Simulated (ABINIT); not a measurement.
**Beyond one shot: BP (F-43m)**

Aim: iterate the self-energy on BP (F-43m) and follow the gap from cycle to cycle.

Program: ABINIT 10.8.3. Level of theory: LDA and many-body steps on it, plane waves. Results are calculated unless marked as measured.

## 1. Set-up

It takes space group F-43m (No. 216, cubic). The conventional cell has a = 4.538 Å, b = 4.538 Å, c = 4.538 Å, α = 90.00°, β = 90.00°, γ = 90.00°. Nearest to B lie 4 P at 1.97 Å. Nearest to P lie 4 B at 1.97 Å. Farther neighbours are not listed.

The cell and positions come from the Crystallography Open Database and are kept as given unless a step says otherwise.

## 2. Empty states on the mesh, 6×6×6 mesh, 124 bands

This step: ABINIT 10.8.3; DFT, LDA, plane waves, norm-conserving pseudopotentials.

The sums over transitions need many empty states on a uniform mesh; this step solves for them.

Input file run.abi:

```
acell 3*1.0 Angstrom
rprim 
  0.000000000000 2.269000000000 2.269000000000
  2.269000000000 0.000000000000 2.269000000000
  2.269000000000 2.269000000000 0.000000000000
ntypat 2
znucl 5 15
natom 2
typat 1 2
xred 
  0.000000000000 0.000000000000 0.000000000000
  0.250000000000 0.250000000000 0.250000000000
pp_dirpath "pseudos"
pseudos "B.upf, P.upf"
ecut 34
ngkpt 6 6 6
nshiftk 1
shiftk 0 0 0
kptopt 1
chksymbreak 0
irdden 1
istwfk *1
nband 124
prtvol 0
optdriver 6
gwr_task "HDIAGO"
paral_kgb 0
occopt 1
indata_prefix "in"
outdata_prefix "out"
tmpdata_prefix "tmp"
```

The run is started by

```sh
$ OMP_NUM_THREADS=1 mpirun -n 4 abinit run.abi > log
```

Log:

```text
.Version 10.8.3 of ABINIT. v10.8.2 released Aug 2026.

 Symmetries : space group F-4 3 m (#216); Bravais cF (face-center cubic)
[... echo of the input left out ...]
== DATASET  1 ==================================================================
-   mpi_nproc: 4, omp_nthreads: 1 (-1 if OMP is not activated)

--- !DatasetInfo
iteration_state: {dtset: 1, }
dimensions: {natom: 2, nkpt: 16, mband: 124, nsppol: 1, nspinor: 1, nspden: 1, mpw: 1524, }
cutoff_energies: {ecut:  34.0, pawecutdg:  -1.0, }
[...]
Indirect band gap semiconductor
 Fundamental gap:     1.318 (eV)
   VBM:     7.259 (eV) at k: [ 0.0000E+00,  0.0000E+00,  0.0000E+00]
   CBM:     8.577 (eV) at k: [ 5.0000E-01,  5.0000E-01,  0.0000E+00]
 Direct gap:         3.386 (eV) at k: [ 0.0000E+00,  0.0000E+00,  0.0000E+00]

== END DATASET(S) ==============================================================
================================================================================

 -outvars: echo values of variables after computation  --------
           etotal      0.0000000000E+00
            nband         124
             nkpt          16
          spgroup         216
 [... the other variables as echoed above ...]

 Calculation completed.
```

The job ended after 14 s (4 MPI ranks of Arm Neoverse V1, shared host; peak memory 0.73 GiB; 57 s of CPU time).

Numbers from this step:

- gap: 1.318 eV
- k of the valence top: 0, 0, 0
- k of the conduction bottom: 0.5, 0.5, 0
- least direct gap: 3.386 eV
- k points computed: 16
- lowest point of the top converged band, above the valence top: 146.4513 eV

On this mesh the gap is 1.318 eV.

The density comes from a self-consistent run that is not shown.

## 3. Screening, 6×6×6 mesh, 116 bands, screening to 244.9 eV

The RPA dielectric matrix is built and inverted for each q.

This step: RPA screening on LDA, plane waves, norm-conserving pseudopotentials.

run.abi: that of step 2 with these lines changed.

```diff
@@ -20,10 +20,11 @@
 chksymbreak 0
-irdden 1
 istwfk *1
-nband 124
-prtvol 0
-optdriver 6
-gwr_task "HDIAGO"
-paral_kgb 0
 occopt 1
+irdwfk 1
+optdriver 3
+nband 116
+ecuteps 9
+inclvkb 2
+awtr 1
+symchi 1
 indata_prefix "in"
```

Log:

```text
.Version 10.8.3 of ABINIT. v10.8.2 released Aug 2026.

 Symmetries : space group F-4 3 m (#216); Bravais cF (face-center cubic)
[... echo of the input left out ...]
== DATASET  1 ==================================================================
-   mpi_nproc: 4, omp_nthreads: 1 (-1 if OMP is not activated)

--- !DatasetInfo
iteration_state: {dtset: 1, }
dimensions: {natom: 2, nkpt: 16, mband: 116, nsppol: 1, nspinor: 1, nspden: 1, mpw: 1524, }
cutoff_energies: {ecut:  34.0, pawecutdg:  -1.0, }
electrons: {nelect:   8.00000000E+00, charge:   0.00000000E+00, occopt:   1.00000000E+00, tsmear:   1.00000000E-02, }

 SCREENING: Calculation of the susceptibility and dielectric matrices

 Based on a program developped by R.W. Godby, V. Olevano, G. Onida, and L. Reining.
 Incorporated in ABINIT by V. Olevano, G.-M. Rignanese, and M. Torrent.
.Using double precision arithmetic ; gwpc =  8

[... cell and pseudopotentials left out ...]
--------------------------------------------------------------------------------

 ==== K-mesh for the wavefunctions ====
 Number of points in the irreducible wedge :    16
[... list of points left out ...]
 Together with 24 symmetry operations and time-reversal symmetry
 yields   216 points in the full Brillouin Zone.

 ==== Q-mesh for the screening function ====
 Number of points in the irreducible wedge :    16
[... list of points left out ...]
 Together with 24 symmetry operations and time-reversal symmetry
 yields   216 points in the full Brillouin Zone.

 setmesh: FFT mesh size selected  =    24x   24x   24
          total number of points  =        13824

 vcoul_init : cutoff-mode = AUXILIARY_FUNCTION
 q-points for optical limit:   1
     1)      0.000010    0.000020    0.000030

- screening: taking advantage of time-reversal symmetry
- Maximum band index for partially occupied states nbvw = 4
- Remaining bands to be divided among processors   nbcw = 112
- Number of bands treated by each node ~28

 Number of electrons calculated from density =    8.0000; Expected =    8.0000
 average of density, n =  0.050741
 r_s =    1.6757
 omega_plasma =   21.7288 [eV]

 calculating chi0 at frequencies [eV] :
  1    0.000000E+00    0.000000E+00
  2    0.000000E+00    2.172879E+01

--------------------------------------------------------------------------------
  q-point number  1        q = ( 0.000000, 0.000000, 0.000000) [r.l.u.]
--------------------------------------------------------------------------------
[... chi0 elements left out ...]
 For q-point:  0.000010 0.000020 0.000030
  dielectric constant =   9.8911
  dielectric constant without local fields =  10.8132

  Average fulfillment of the sum rule on Im[epsilon] for q-point    1 :     92.28  [%]
[... wings left out ...]
  q-point number  2        q = ( 0.166667, 0.000000, 0.000000) [r.l.u.]
--------------------------------------------------------------------------------
[... chi0 elements left out ...]
  Average fulfillment of the sum rule on Im[epsilon] for q-point    2 :     94.97  [%]

 [... 14 further q-points ...]
```

Elapsed: 52 s, on 4 MPI ranks; peak memory 0.82 GiB; 3.5 min of CPU time.

Numbers from this step:

```
ε∞ with local fields, on this mesh, along the program's q direction : 9.891
the same without local fields                                       : 10.81
plasma frequency                                                    : 21.73 eV
plane waves in the screening matrix                                 : 181
```

Local fields lower ε∞ by 9 %.

## 4. G0W0

The self-energy is evaluated for the states that the input lists, and the levels follow from it, in one-shot runs by the linearised quasiparticle equation.

This step: G0W0 on LDA, plane waves, norm-conserving pseudopotentials.

run.abi: that of step 3 with these lines changed.

```diff
@@ -23,8 +23,19 @@
 irdwfk 1
-optdriver 3
+optdriver 4
 nband 116
+gwcalctyp 0
+ecutsigx 34
+symsigma 1
+nkptgw 3
+kptgw 
+  0.0000000000 0.0000000000 0.0000000000
+  0.5000000000 0.5000000000 0.0000000000
+  0.5000000000 0.0000000000 0.0000000000
+bdgw 
+  2 7
+  3 6
+  3 7
 ecuteps 9
-inclvkb 2
-awtr 1
-symchi 1
+irdscr 1
+ppmodel 1
 indata_prefix "in"
```

Log:

```text
.Version 10.8.3 of ABINIT. v10.8.2 released Aug 2026.

 Symmetries : space group F-4 3 m (#216); Bravais cF (face-center cubic)
[... echo of the input left out ...]
== DATASET  1 ==================================================================
-   mpi_nproc: 4, omp_nthreads: 1 (-1 if OMP is not activated)

--- !DatasetInfo
iteration_state: {dtset: 1, }
dimensions: {natom: 2, nkpt: 16, mband: 116, nsppol: 1, nspinor: 1, nspden: 1, mpw: 1524, }
cutoff_energies: {ecut:  34.0, pawecutdg:  -1.0, }
electrons: {nelect:   8.00000000E+00, charge:   0.00000000E+00, occopt:   1.00000000E+00, tsmear:   1.00000000E-02, }

 SIGMA: Calculation of the GW corrections

 Based on a program developped by R.W. Godby, V. Olevano, G. Onida, and L. Reining.
 Incorporated in ABINIT by V. Olevano, G.-M. Rignanese, and M. Torrent.
.Using double precision arithmetic ; gwpc =  8

[... cell and pseudopotentials left out ...]
--------------------------------------------------------------------------------

 ==== K-mesh for the wavefunctions ====
 Number of points in the irreducible wedge :    16
[... list of points left out ...]
 Together with 24 symmetry operations and time-reversal symmetry
 yields   216 points in the full Brillouin Zone.

 ==== Q-mesh for screening function ====
 Number of points in the irreducible wedge :    16
[... list of points left out ...]
 Together with 24 symmetry operations and time-reversal symmetry
 yields   216 points in the full Brillouin Zone.

 vcoul_init : cutoff-mode = AUXILIARY_FUNCTION
 q-points for optical limit:   1
     1)      0.000010    0.000020    0.000030
 setmesh: FFT mesh size selected  =    32x   32x   32
          total number of points  =        32768

 Number of electrons calculated from density =    8.0000; Expected =    8.0000
 average of density, n =  0.050741
 r_s =    1.6757
 omega_plasma =   21.7288 [eV]

 === KS Band Gaps ===
  >>>> For spin  1
   Minimum direct gap =   3.3863 [eV], located at k-point      :   0.0000  0.0000  0.0000
   Fundamental gap    =   1.3176 [eV], Top of valence bands at :   0.0000  0.0000  0.0000
                                       Bottom of conduction at :   0.5000  0.5000  0.0000
 SIGMA fundamental parameters:
 PLASMON POLE MODEL  1
 number of plane-waves for SigmaX                 1459
 number of plane-waves for SigmaC and W            181
 number of plane-waves for wavefunctions          1459
 number of bands                                   116
 number of independent spin polarizations            1
 number of spinorial components                      1
 number of k-points in IBZ                          16
 number of q-points in IBZ                          16
 number of symmetry operations                      24
 number of k-points in BZ                          216
 number of q-points in BZ                          216
 number of frequencies for dSigma/dE                 9
 frequency step for dSigma/dE [eV]                0.25
 number of omega for Sigma on real axis              0
 max omega for Sigma on real axis  [eV]           0.00
 zcut for avoiding poles [eV]                     0.10

 EPSILON^-1 parameters (SCR file):
 dimension of the eps^-1 matrix on file            181
 dimension of the eps^-1 matrix used               181
 number of plane-waves for wavefunctions          1459
 number of bands                                   116
 number of q-points in IBZ                          16
 number of frequencies                               2
 number of real frequencies                          1
 number of imag frequencies                          1

 matrix elements of self-energy operator (all in [eV])

 Perturbative Calculation

--- !SelfEnergy_ee
iteration_state: {dtset: 1, }
kpoint     : [   0.000,    0.000,    0.000, ]
spin       : 1
KS_gap     :    3.386
QP_gap     :    4.291
Delta_QP_KS:    0.905
data: !SigmaeeData |
     Band     E0 <VxcDFT>   SigX SigC(E0)      Z dSigC/dE  Sig(E)    E-E0       E
        2   7.259 -13.209 -15.016   0.939   0.790  -0.265 -13.894  -0.685   6.574
        3   7.259 -13.209 -15.016   0.939   0.790  -0.265 -13.894  -0.685   6.574
        4   7.259 -13.209 -15.016   0.939   0.790  -0.265 -13.894  -0.685   6.574
        5  10.645 -12.021  -7.247  -4.496   0.792  -0.262 -11.801   0.220  10.865
        6  10.645 -12.021  -7.247  -4.496   0.792  -0.262 -11.801   0.220  10.865
        7  10.645 -12.021  -7.247  -4.496   0.792  -0.262 -11.801   0.220  10.865

--- !SelfEnergy_ee
iteration_state: {dtset: 1, }
kpoint     : [   0.500,    0.500,    0.000, ]
spin       : 1
KS_gap     :    5.422
QP_gap     :    6.417
Delta_QP_KS:    0.995
data: !SigmaeeData |
     Band     E0 <VxcDFT>   SigX SigC(E0)      Z dSigC/dE  Sig(E)    E-E0       E
[...]
--- !SelfEnergy_ee
iteration_state: {dtset: 1, }
kpoint     : [   0.500,    0.000,    0.000, ]
spin       : 1
KS_gap     :    5.515
QP_gap     :    6.440
Delta_QP_KS:    0.925
data: !SigmaeeData |
     Band     E0 <VxcDFT>   SigX SigC(E0)      Z dSigC/dE  Sig(E)    E-E0       E
[...]
5  11.026 -12.128  -7.051  -4.880   0.791  -0.265 -11.972   0.156  11.182
        6  11.943 -11.618  -6.254  -4.951   0.793  -0.261 -11.291   0.327  12.271
        7  11.943 -11.618  -6.254  -4.951   0.793  -0.261 -11.291   0.327  12.271

== END DATASET(S) ==============================================================
================================================================================

 -outvars: echo values of variables after computation  --------
           etotal      0.0000000000E+00
            nband         116
             nkpt          16
          spgroup         216
 [... the other variables as echoed above ...]

 Calculation completed.
```

The job ended after 21 s (4 MPI ranks; peak memory 0.89 GiB).

This step gave:

* G0W0 gap on the points computed: 2.179 eV
* starting gap on the mesh: 1.318 eV
* k of the valence top: 0, 0, 0
* k of the conduction bottom: 0.5, 0.5, 0
* Z at the valence top: 0.79
* Z at the conduction bottom: 0.804
* least direct G0W0 gap on the computed points: 4.291 eV

The gap on the mesh goes from 1.32 eV to 2.18 eV, a correction of +0.86 eV.

## 5. evGW0, cycle 1

This step: evGW0 on LDA, plane waves, norm-conserving pseudopotentials.

run.abi: that of step 4 with these lines changed.

```diff
@@ -25,14 +25,40 @@
 nband 116
-gwcalctyp 0
+gwcalctyp 10
 ecutsigx 34
 symsigma 1
-nkptgw 3
+nkptgw 16
 kptgw 
   0.0000000000 0.0000000000 0.0000000000
+  0.1666666667 0.0000000000 0.0000000000
+  0.3333333333 0.0000000000 0.0000000000
+  0.5000000000 0.0000000000 0.0000000000
+  0.1666666667 0.1666666667 0.0000000000
+  0.3333333333 0.1666666667 0.0000000000
+  0.5000000000 0.1666666667 0.0000000000
+  -0.3333333333 0.1666666667 0.0000000000
+  -0.1666666667 0.1666666667 0.0000000000
+  0.3333333333 0.3333333333 0.0000000000
+  0.5000000000 0.3333333333 0.0000000000
+  -0.3333333333 0.3333333333 0.0000000000
   0.5000000000 0.5000000000 0.0000000000
-  0.5000000000 0.0000000000 0.0000000000
+  0.5000000000 0.3333333333 0.1666666667
+  -0.3333333333 0.3333333333 0.1666666667
+  -0.3333333333 0.5000000000 0.1666666667
 bdgw 
-  2 7
-  3 6
-  3 7
+  1 8
+  1 8
+  1 8
+  1 8
+  1 8
+  1 8
+  1 8
+  1 8
+  1 8
+  1 8
+  1 8
+  1 8
+  1 8
+  1 8
+  1 8
+  1 8
 ecuteps 9
```

Log:

```text
.Version 10.8.3 of ABINIT. v10.8.2 released Aug 2026.

 Symmetries : space group F-4 3 m (#216); Bravais cF (face-center cubic)
[... echo of the input left out ...]
== DATASET  1 ==================================================================
-   mpi_nproc: 4, omp_nthreads: 1 (-1 if OMP is not activated)

--- !DatasetInfo
iteration_state: {dtset: 1, }
dimensions: {natom: 2, nkpt: 16, mband: 116, nsppol: 1, nspinor: 1, nspden: 1, mpw: 1524, }
cutoff_energies: {ecut:  34.0, pawecutdg:  -1.0, }
electrons: {nelect:   8.00000000E+00, charge:   0.00000000E+00, occopt:   1.00000000E+00, tsmear:   1.00000000E-02, }

 SIGMA: Calculation of the GW corrections

 Based on a program developped by R.W. Godby, V. Olevano, G. Onida, and L. Reining.
 Incorporated in ABINIT by V. Olevano, G.-M. Rignanese, and M. Torrent.
.Using double precision arithmetic ; gwpc =  8

[... cell and pseudopotentials left out ...]
--------------------------------------------------------------------------------

 ==== K-mesh for the wavefunctions ====
 Number of points in the irreducible wedge :    16
[... list of points left out ...]
 Together with 24 symmetry operations and time-reversal symmetry
 yields   216 points in the full Brillouin Zone.

 ==== Q-mesh for screening function ====
 Number of points in the irreducible wedge :    16
[... list of points left out ...]
 Together with 24 symmetry operations and time-reversal symmetry
 yields   216 points in the full Brillouin Zone.

 vcoul_init : cutoff-mode = AUXILIARY_FUNCTION
 q-points for optical limit:   1
     1)      0.000010    0.000020    0.000030
 setmesh: FFT mesh size selected  =    32x   32x   32
          total number of points  =        32768

 Number of electrons calculated from density =    8.0000; Expected =    8.0000
[...]
QP_gap     :    9.495
Delta_QP_KS:    1.087
data: !SigmaeeData |
     Band     E_DFT   <VxcDFT>   E(N-1)  <Hhartree>   SigX  SigC[E(N-1)]    Z     dSigC/dE  Sig[E(N)]  DeltaE  E(N)_pert E(N)_diago
[...]
--- !SelfEnergy_ee
iteration_state: {dtset: 1, }
kpoint     : [  -0.333,    0.500,    0.167, ]
spin       : 1
KS_gap     :    8.977
QP_gap     :   10.013
Delta_QP_KS:    1.036
data: !SigmaeeData |
     Band     E_DFT   <VxcDFT>   E(N-1)  <Hhartree>   SigX  SigC[E(N-1)]    Z     dSigC/dE  Sig[E(N)]  DeltaE  E(N)_pert E(N)_diago
[...]
7    16.311   -12.202    16.311    28.514    -5.315    -6.513     0.762    -0.313   -11.917     0.286    16.597    16.686
        8    16.925   -12.153    16.925    29.078    -5.236    -6.514     0.760    -0.316   -11.847     0.307    17.231    17.328

 New Fermi energy :        2.790776E-01 Ha ,    7.594088E+00 eV
 New Exchange energy :    -2.506176E+00 Ha ,   -6.819653E+01 eV

 === QP Band Gaps ===
  >>>> For spin  1
   Minimum direct gap =   4.5308 [eV], located at k-point      :   0.0000  0.0000  0.0000
   Fundamental gap    =   2.4045 [eV], Top of valence bands at :   0.0000  0.0000  0.0000
                                       Bottom of conduction at :   0.5000  0.5000  0.0000

 writing QP data on file : out_QPS

 Convergence of QP corrections
 >>>>> For spin  1 <<<<<
.  kptgw no:  1; Maximum DeltaE = (  -0.685  -0.000) for band index:  2
.  kptgw no:  2; Maximum DeltaE = (  -0.766   0.000) for band index:  2
.  kptgw no:  3; Maximum DeltaE = (  -0.867   0.008) for band index:  2
[...]
.  kptgw no: 15; Maximum DeltaE = (  -0.905   0.000) for band index:  2
.  kptgw no: 16; Maximum DeltaE = (  -0.980   0.001) for band index:  2

== END DATASET(S) ==============================================================
================================================================================

 -outvars: echo values of variables after computation  --------
           etotal      0.0000000000E+00
            nband         116
             nkpt          16
          spgroup         216
 [... the other variables as echoed above ...]

 Calculation completed.
```

Wall time 8.2 min (4 MPI ranks); peak memory 0.97 GiB.

Numbers from this step:

```yaml
quasiparticle_gap_on_the_mesh: 2.404 eV
gap_of_the_density_functional_on_the_mesh: 1.318 eV
k_of_the_valence_top: 0, 0, 0
k_of_the_conduction_bottom: 0.5, 0.5, 0
z_at_the_valence_top: 0.79
z_at_the_conduction_bottom: 0.804
least_direct_quasiparticle_gap_on_the_computed_points: 4.531 eV
```

Against G0W0 in ABINIT (6×6×6 mesh, 116 bands, screening to 244.9 eV, Godby-Needs plasmon pole), the gap moves by +0.225 eV. This first cycle still uses the starting levels; it takes the full correction, at all points of the mesh, and its linearised value is 2.179 eV.

## 6. evGW0, cycle 2

The corrected levels of the last cycle go back in.

run.abi: that of step 5 with these lines changed.

```diff
@@ -66,2 +66,3 @@
 ppmodel 1
+irdqps 1
 indata_prefix "in"
```

Log:

```text
.Version 10.8.3 of ABINIT. v10.8.2 released Aug 2026.

 Symmetries : space group F-4 3 m (#216); Bravais cF (face-center cubic)
[... echo of the input left out ...]
== DATASET  1 ==================================================================
-   mpi_nproc: 4, omp_nthreads: 1 (-1 if OMP is not activated)

--- !DatasetInfo
iteration_state: {dtset: 1, }
dimensions: {natom: 2, nkpt: 16, mband: 116, nsppol: 1, nspinor: 1, nspden: 1, mpw: 1524, }
cutoff_energies: {ecut:  34.0, pawecutdg:  -1.0, }
[...]
.  kptgw no:  3; Maximum DeltaE = (   0.070  -0.000) for band index:  2
[...]
.  kptgw no: 15; Maximum DeltaE = (   0.080   0.000) for band index:  2
.  kptgw no: 16; Maximum DeltaE = (   0.098   0.001) for band index:  2

== END DATASET(S) ==============================================================
================================================================================

 -outvars: echo values of variables after computation  --------
           etotal      0.0000000000E+00
            nband         116
             nkpt          16
          spgroup         216
 [... the other variables as echoed above ...]

 Calculation completed.
```

The job ended after 8.2 min (4 MPI ranks; peak memory 0.97 GiB).

Numbers from this step:

- quasiparticle gap on the mesh: 2.283 eV
- gap of the density functional on the mesh: 1.318 eV
- k of the valence top: 0, 0, 0
- k of the conduction bottom: 0.5, 0.5, 0
- least direct quasiparticle gap on the computed points: 4.394 eV

Against the cycle before, the gap moves by −0.121 eV.

(Continued in part 2 of 3.)

[Paths, hosts, dates, memory and timing lines, banners, echoed tables and standing remarks are left out of the program output.]

[Logs are printed without paths, hosts, clocks, repeated set-up lines and the standing remarks that a program may print on its own settings, such as how far it seeks lower states.]

[Runs of the session that timed out or met a known fault of the program may be left out.]

[Hosts, paths, dates, database ids (printed as entryN), source tags and the programs' standing remarks are cut or masked in the printed files.]

[G0W0 gaps are taken among the corrected bands and points alone; a level outside them can change the order at an edge.]

[Where Ansatz stands beside ABINIT at settings called matched, ABINIT's density can come from a denser mesh and the files from another edition; pairs whose starting gaps differed by over 0.03 eV were left out, so agreement reads better than it is.]
